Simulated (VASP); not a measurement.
**VASP 6.6.1 run: BeS**

INCAR

```
EDIFFG = -5E-3
ENCUT = 450
GGA = PS
NELM = 72
LWAVE = .FALSE.
PREC = Accurate
NSW = 40
ISIF = 3
IBRION = 2
SIGMA = 0.02
NBANDS = 11
LCHARG = .FALSE.
EDIFF = 1E-7
LASPH = .TRUE.
LREAL = .FALSE.
ISMEAR = -1
```

KPOINTS

```
KPOINTS created by Atomic Simulation Environment
0
Gamma
8 8 8
0 0 0
```

POSCAR

```
Be S
 1.0000000000000000
     0.0000000000000000    2.4380109254056528    2.4380109254056528
     2.4380109254056528    0.0000000000000000    2.4380109254056528
     2.4380109254056528    2.4380109254056528    0.0000000000000000
 Be  S
   1   1
Cartesian
  0.0000000000000000  0.0000000000000000  0.0000000000000000
  1.2190054627028266  1.2190054627028266  1.2190054627028266
```

The recommended PBE PAW datasets give the neutral cell 8 valence electrons.

Command

```
mpirun -np 1 vasp_std
```

OSZICAR

```
N       E                     dE             d eps       ncg     rms          rms(c)
DAV:   1     0.171616595560E+02    0.17162E+02   -0.35188E+03   646   0.551E+02
DAV:   2    -0.966125808324E+01   -0.26823E+02   -0.25384E+02   873   0.108E+02
DAV:   3    -0.107309077538E+02   -0.10696E+01   -0.10679E+01   815   0.211E+01
DAV:   4    -0.107373232095E+02   -0.64155E-02   -0.64142E-02   766   0.195E+00
DAV:   5    -0.107373799694E+02   -0.56760E-04   -0.56760E-04   849   0.180E-01    0.522E+00
DAV:   6    -0.106043864096E+02    0.13299E+00   -0.11118E-01   721   0.152E+00    0.345E+00
DAV:   7    -0.105592806888E+02    0.45106E-01   -0.10274E-01   773   0.159E+00    0.817E-01
DAV:   8    -0.105595200813E+02   -0.23939E-03   -0.55044E-03   834   0.386E-01    0.131E-01
DAV:   9    -0.105595649514E+02   -0.44870E-04   -0.32911E-04   784   0.117E-01    0.367E-02
DAV:  10    -0.105595769713E+02   -0.12020E-04   -0.35698E-05   825   0.300E-02    0.966E-03
...
DAV:   8    -0.105634968915E+02    0.47477E-07   -0.16539E-08   349   0.797E-04
   2 F= -.10563497E+02 E0= -.10563497E+02  d E =-.391709E-02
       N       E                     dE             d eps       ncg     rms          rms(c)
DAV:   1    -0.105643425880E+02   -0.84565E-03   -0.11930E-02   671   0.569E-01    0.196E-01
DAV:   2    -0.105637783518E+02    0.56424E-03   -0.13348E-03   765   0.172E-01    0.731E-02
DAV:   3    -0.105637105959E+02    0.67756E-04   -0.34393E-04   731   0.873E-02    0.442E-02
DAV:   4    -0.105637081542E+02    0.24417E-05   -0.47408E-06   749   0.143E-02    0.361E-02
DAV:   5    -0.105637036309E+02    0.45233E-05   -0.35670E-06   744   0.967E-03    0.412E-03
DAV:   6    -0.105637036890E+02   -0.58069E-07   -0.78466E-08   527   0.214E-03
   3 F= -.10563704E+02 E0= -.10563704E+02  d E =-.412389E-02
```

From OUTCAR

```
k-points           NKPTS =     29   k-points in BZ     NKDIM =     29   number of bands    NBANDS=     11

   NELECT =       8.0000    total number of electrons

   dimension x,y,z NGX =    24 NGY =   24 NGZ =   24
   dimension x,y,z NGXF=    48 NGYF=   48 NGZF=   48

  energy-cutoff  :      450.00
  volume of cell :       28.35
      direct lattice vectors                 reciprocal lattice vectors
    -0.000000000  2.420137299  2.420137299    -0.206599849  0.206599849  0.206599849
     2.420137299 -0.000000000  2.420137299     0.206599849 -0.206599849  0.206599849
     2.420137299  2.420137299 -0.000000000     0.206599849  0.206599849 -0.206599849

 k-points in reciprocal lattice and weights: KPOINTS created by Atomic Simulation Env
   0.00000000  0.00000000  0.00000000       0.002
   0.12500000  0.00000000  0.00000000       0.016
   0.25000000  0.00000000  0.00000000       0.016
   0.37500000  0.00000000  0.00000000       0.016
   0.50000000  0.00000000  0.00000000       0.008
   0.12500000  0.12500000  0.00000000       0.012
   0.25000000  0.12500000  0.00000000       0.047
   0.37500000  0.12500000  0.00000000       0.047
   ...

 E-fermi :   4.6737

 k-point     1 :       0.0000    0.0000    0.0000
  band No.  band energies     occupation
      1      -9.5515      2.00000
      2       4.2075      2.00000
      3       4.2075      2.00000
      4       4.2075      2.00000
      5       9.8144      0.00000
      6       9.8144      0.00000
      7       9.8144      0.00000
      8       9.9638      0.00000
      9      17.0138      0.00000
     10      17.0138      0.00000
     11      18.9293      0.00000

 k-point     2 :       0.1250    0.0000    0.0000
  band No.  band energies     occupation
      1      -9.3709      2.00000
      2       2.9762      2.00000
      3       4.0035      2.00000
      4       4.0035      2.00000
      5       9.7199      0.00000
      6      10.1762      0.00000
      7      10.1762      0.00000
      8      11.2987      0.00000
      9      16.2826      0.00000
     10      16.2826      0.00000
     11      18.7296      0.00000

 k-point     3 :       0.2500    0.0000    0.0000
  band No.  band energies     occupation
      1      -8.8721      2.00000
      2       0.8343      2.00000
      3       3.5987      2.00000
      4       3.5987      2.00000
      5       9.6754      0.00000
      6      10.7203      0.00000
      7      10.7203      0.00000
      8      13.4018      0.00000
      9      16.0311      0.00000
     10      16.0311      0.00000
     11      18.2702      0.00000

 k-point     4 :       0.3750    0.0000    0.0000
  band No.  band energies     occupation
      1      -8.2347      2.00000
      2      -0.9577      2.00000
      3       3.2739      2.00000
      4       3.2739      2.00000
      5       9.6285      0.00000
      6      10.7707      0.00000
      7      10.7707      0.00000
      8      14.8358      0.00000
      9      17.4145      0.00000
     10      17.4145      0.00000
     11      18.5036      0.00000

 k-point     5 :       0.5000    0.0000    0.0000
  band No.  band energies     occupation
      1      -7.8999      2.00000
      2      -1.6960      2.00000
      3       3.1556      2.00000
      4       3.1556      2.00000
      5       9.6069      0.00000
      6      10.6879      0.00000
      7      10.6879      0.00000
      8      15.2121      0.00000
      9      19.1620      0.00000
     10      19.1620      0.00000
     11      19.2857      0.00000

 ...

  Total       -0.0001537     -0.0001537     -0.0001537     -0.0000000     -0.0000000      0.0000000
  in kB       -0.0086872     -0.0086872     -0.0086872     -0.0000000     -0.0000000      0.0000000
  external PRESSURE =      -0.0086872 kB  Pullay stress =       0.0000000 kB

 POSITION                                       TOTAL-FORCE (eV/Angst)
 -----------------------------------------------------------------------------------
      0.00000      0.00000      0.00000         0.000000      0.000000      0.000000
      1.21007      1.21007      1.21007        -0.000000     -0.000000     -0.000000
 -----------------------------------------------------------------------------------
    total drift:                                0.000000      0.000000      0.000000

  FREE ENERGIE OF THE ION-ELECTRON SYSTEM (eV)
  ---------------------------------------------------
  free  energy   TOTEN  =       -10.5637036890 eV

  energy  without entropy=      -10.5637036890  energy(sigma->0) =      -10.56370369
```

```csv
ionic step,ΔE (meV/atom),volume (Å³),largest force (eV/Å),pressure (GPa),electronic steps
1,0.0,28.98,0.000,-2.05,13
2,-2.0,28.21,0.000,0.48,8
3,-2.1,28.35,0.000,0.00,6
```

It converged. Results: relaxed cell vector lengths 3.423, 3.423, 3.423 Å; relaxed cell volume 28.35 Å³.

For comparison, a separate PBEsol relaxation on usual settings, not on those above, ends at 28.36 Å³.

The run above took about 5.4 s on one core of a shared host (Intel Xeon 6975P-C) and held 0.13 GiB at most.
